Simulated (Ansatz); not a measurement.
Input of an Ansatz 0.2.0 run:

Contents of input.yaml:

```yaml
crystal:
  lattice:
    - [-1.75465, 1.75465, 1.75465]
    - [1.75465, -1.75465, 1.75465]
    - [1.75465, 1.75465, -1.75465]
  atoms:
    - { symbol: Li, position: [0.0, 0.0, 0.0] }
kpoints:
  mp_grid: { grid: [11, 11, 11] }
scf:
  occupations: { method: gaussian, width: 0.028 }
hamiltonian:
  xc: pbe
  pseudopotentials: { kind: all_electron, lapw: { basis_error: 0.001 } }
output:
  forces: true
  stress: true
  eigenvalues: true
```

Potentials or basis: all-electron LAPW, scalar-relativistic.

Run with:

```console
$ ansatz run input.yaml --threads 1 --pin off --max-ram 3072MiB --backend cpu --events-out ev --progress --plain --runs-dir out
```

Estimate the pressure.

-0.8 GPa.

What does it give for the band gap on the k mesh?

None (metal or under the smearing width).
